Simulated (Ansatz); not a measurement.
**Ta: equation of state with PBE**

**What was measured.**

From “Refinement of the equation of state of tantalum”, 2004, arxiv:cond-mat/0403080, for a bulk crystal of Ta: bulk modulus 194 GPa.

The system is Ta.

```
Ta
1.0
    -1.65128    1.65128    1.65128
     1.65128   -1.65128    1.65128
     1.65128    1.65128   -1.65128
Ta
1
Cartesian
  0.0000 0.0000 0.0000
```

- Program: Ansatz 0.2.0
- Task: equation of state
- Functional: PBE
- Potentials or basis: Ansatz PAW
- Cutoff: 420 eV
- Density cutoff: 1680 eV
- k mesh: 11 × 11 × 11
- Occupations: fermi-dirac, width 0.05 eV
- Spin: no spin polarisation

```yaml
Equilibrium_volume: 18.24 Å³/atom
Bulk_modulus: 195 GPa
Pressure_derivative_of_the_bulk_modulus: 4.3
```

Energy against volume, from the lowest point:
| volume (Å³/atom) | energy (meV/atom) |
| --- | --- |
| 16.930 | 65.36 |
| 17.290 | 32.91 |
| 17.650 | 11.99 |
| 18.010 | 1.38 |
| 18.371 | 0.00 |
| 18.731 | 6.98 |
| 19.091 | 21.50 |

All runs of the series together: 2.9 s on 2 threads of Arm Neoverse V2 (shared host).

Against the measured bulk modulus of Ta, 194 GPa (quoted in “Refinement of the equation of state of tantalum”, 2004, arxiv:cond-mat/0403080), the calculated 195 GPa is off by +0.4 %. The fit is for a static lattice scaled at fixed shape and fixed fractional positions.

Spin-orbit coupling is left out, which matters for the levels of Ta. PBE usually gives volumes a little too large and moduli too small.
